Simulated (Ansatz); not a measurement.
# A series in volume per atom on LiF

All results are calculated (Ansatz 0.2.0). Periodic Kohn-Sham DFT of a crystal at fixed atoms; Kohn-Sham levels at symmetry points; band -1 is the highest filled and +1 the lowest empty one at that point, spin up along a +z start moment.

Cell of the first row (space group Fm-3m, No. 225):
```
cell vectors (Å)
   0.0000     1.9729     1.9729
   1.9729     0.0000     1.9729
   1.9729     1.9729     0.0000
atoms (fractions of the cell vectors)
Li  0.00000  0.00000  0.00000
F   0.50000  0.50000  0.50000
```

Settings of every row: method all-electron LAPW; functional LDA; relativity scalar; k mesh 10x10x10; filling fermi-dirac; smearing width 0.03 eV; basis error target 0.25 meV/atom; nucleus gaussian.

Atom start moment: 0 on all atoms.

Limits: semilocal functionals tend to give too small a gap.

| row | volume per atom (Å³) | smallest direct gap on path (eV) | band gap (eV) |
| --- | --- | --- | --- |
| 1 | 7.679 | ? | ? |
| 2 | 7.842 | 9.195 | 9.194 |
| 3 | 8.006 | 9.003 | 9.002 |
| 4 | 8.087 | 8.911 | 8.91 |
| 5 | 8.169 | 8.821 | 8.819 |
| 6 | 8.251 | 8.732 | 8.731 |
| 7 | 8.333 | 8.646 | 8.645 |
| 8 | 8.496 | 8.479 | 8.478 |
| 9 | 8.659 | 8.32 | 8.319 |

Question: what smallest direct gap on path should row 1 give?

Worked fit of smallest direct gap on path. Take t = volume per atom − 8.2, in Å³. The shown rows have t = -0.358, -0.194, -0.113, -0.031, 0.051, 0.133, 0.296, 0.459. Least squares give smallest direct gap on path = 8.7871 − 1.0853 × t + 0.1485 × t² eV; a straight line predicts inner rows, each left out in turn, worse (root mean square 0.0074 against 0.00049 eV). The rows lie off it by 0.000, 0.000, -0.001, 0.000, 0.000, 0.001, 0.000, 0.000. The withheld row has t = -0.521, so the fit gives 8.7871 − 1.0853 × (-0.521) + 0.1485 × (-0.521)² = 9.393 eV.

The calculation gave 9.396 eV. The fit lies 0.003 eV (0.28 % of the column's range) below it; its largest miss of a shown row is 0.001 eV. This row lies beyond the range of the fit.

The other values of row 1: band gap 9.395 eV.
